**Question**

I computed the gap of one and the same InSe crystal with seven functionals, and the results are far apart.

Ansatz 0.2.0, plane-wave DFT with PAW potentials, for InSe (space group R3m, 4 atoms per cell) with the same structure in every row. All runs use an unshifted 4x4x4 k mesh and fixed occupations, without spin polarization. The gap is the Kohn-Sham gap between the highest filled and lowest empty levels found on this mesh.

```
functional  wave cutoff  density cutoff  gap on mesh (eV)
       LDA       420 eV         1680 eV             0.210
    PBEsol       420 eV         1680 eV             0.339
    r2SCAN       500 eV         2000 eV             0.864
     B3LYP       420 eV         1680 eV             1.406
     HSE06       420 eV         1680 eV             1.183
      PBE0       420 eV         1680 eV             1.779
   r2SCANh       500 eV         2000 eV             1.317
```

1. How much does the functional matter?
2. Why are LDA and PBEsol so low, and why is r2SCAN higher?
3. What does exact exchange do to the gap?
4. Can I guess the gap of another hybrid without running it?
5. PBE0 and HSE06 both contain 25% exact exchange. Why do they differ, and why does r2SCANh with 10% lie above HSE06?
6. Which digits can I trust, and which functional should I use?

**Answer**

**1.** The largest gap is about eight times the smallest, although no atom has moved. Two sizes are worth remembering. The step from PBEsol to r2SCAN opens the gap by about half an electronvolt, and so does each tenth of exact exchange that acts at all distances. The two r2SCAN rows also have higher cutoffs, whose effect on the gap was not tested.

**2.** A gap is the cost of taking an electron out of a filled state and putting one into an empty state. LDA and PBEsol give both states the same local potential. They miss a jump that the exact potential makes when an electron is added, the derivative discontinuity. This is expected to be the main reason why LDA reaches only about a sixth of the measured gap, which is roughly 1.3 eV. r2SCAN also uses the kinetic-energy density, so its operator acts differently on different orbitals and, according to theory, can recover part of the jump.

**3.** Picture the filled states as orbitals localised on atoms and bonds. Exact exchange removes the repulsion of each one with itself. An empty state has no such repulsion to lose, so it gains less. The semilocal exchange that is replaced had bound both kinds of state, so filled levels should sink and empty ones rise. The band edges of your runs do this, provided that both runs count energy from the same zero: from r2SCAN to r2SCANh the highest filled level falls by 0.25 eV and the lowest empty one rises by 0.20 eV.

**4.** Roughly, to within about 0.3 eV in the tests here, if the exact exchange acts at all distances. With frozen orbitals, mixing the two kinds of exchange also mixes the gaps:

$$E_\text{gap}(a) = (1-a)\,g_0 + a\,g_x$$

Here $a$ is the share of exact exchange, $g_0$ the gap of the semilocal starting point and $g_x$ the end of the line at full exact exchange. The r2SCAN pair fixes $g_x = 0.864 + 0.453/0.10 \approx 5.39$ eV. This lies far beyond the data and serves only as a helper, not as a predicted gap.

Now take PBE0, and assume that its line ends at the same $g_x$. Its true starting point, PBE, is not in the table, so PBEsol stands in: $0.75 \times 0.339 + 0.25 \times 5.39 \approx 1.60$ eV. The computed value, which was not used to fix the line, is 1.78 eV, so the estimate is 10% too low. B3LYP comes out closer, but starting from LDA instead makes both estimates worse by about 0.1 eV. The output below lists these misses, together with those of a rival rule that gives every functional the same rise per share.

**5.** The formula would give HSE06 the same 1.60 eV, yet its computed gap is only 1.18 eV. The reason is range: HSE06 hands over gradually to semilocal exchange, for the most part within roughly 5 Å, while PBE0 keeps its exact exchange everywhere. That long-range part alone widens the gap by 0.60 eV from HSE06 to PBE0. r2SCANh overtakes HSE06 because it starts from the larger r2SCAN gap and its exact exchange has no cut in range. The percentage alone does not rank hybrids.

The size of the long-range effect is reasonable. The long-range repulsion $\mathrm{erf}(\omega r)/r$ never exceeds $2\omega/\sqrt{\pi}$ in atomic units, where $\omega$, about 0.11 per bohr, sets the range. A quarter of this is about 0.8 eV, the most that a filled state can gain over an empty one if the orbitals stay frozen and the replaced semilocal part shifts both alike.

**6.** Trust the large steps, not the third decimal. Your k mesh repeats the crystal every 16 Å within the layers, so exchange is followed to only about 8 Å in these directions, while exact exchange without a cut in range reaches further. The first decimal of PBE0, B3LYP and r2SCANh is therefore unproven, and so is the order of HSE06 and r2SCANh, which differ by 0.13 eV. In any row the true band edges may also fall between mesh points, and the real gap would then be smaller.

HSE06, r2SCANh and B3LYP all lie within about 0.1 eV of the measured gap, but that does not yet select one. The calculation leaves out temperature and spin-orbit coupling, and the layer spacing, on which the gap also depends, was not varied. Before choosing, repeat these three on a denser mesh at the measured layer spacing, and then allow for temperature and spin-orbit coupling when you compare with experiment.

Printed output of the fit:

```
Gaps in eV:
      row    gap  exact_exchange_percent  gap_less_rough_measured
      LDA   0.21                       0                    -1.09
   PBEsol  0.339                       0                   -0.961
   r2SCAN  0.864                       0                   -0.436
    B3LYP  1.406                      20                    0.106
    HSE06  1.183                      25                   -0.117
     PBE0  1.779                      25                    0.479
  r2SCANh  1.317                      10                    0.017
Gap PBEsol less LDA in eV: 0.129
Gap r2SCAN less PBEsol in eV: 0.525
Gap r2SCANh less r2SCAN in eV: 0.453
Gap r2SCANh less HSE06 in eV: 0.134
Gap PBE0 less HSE06 in eV: 0.596
Valence edge shift r2SCAN to r2SCANh in eV: -0.252
Conduction edge shift r2SCAN to r2SCANh in eV: 0.201
Valence edge shift HSE06 to PBE0 in eV: -0.318
Conduction edge shift HSE06 to PBE0 in eV: 0.278
End point gx of the mixing line in eV: 5.394
Mixing model B3LYP from PBEsol in eV: 1.35
Miss of mixing model B3LYP from PBEsol in eV: -0.056
Mixing model PBE0 from PBEsol in eV: 1.603
Miss of mixing model PBE0 from PBEsol in eV: -0.1763
Miss of mixing model B3LYP from LDA in eV: -0.1592
Miss of mixing model PBE0 from LDA in eV: -0.273
Miss of equal-rise rival B3LYP from PBEsol in eV: -0.161
Miss of equal-rise rival PBE0 from PBEsol in eV: -0.3075
Approximate ceiling of long-range widening in eV: 0.8444
Length where long-range exchange takes over in angstrom: 4.811
In-plane repeat length of the 4x4x4 mesh in angstrom: 16
```
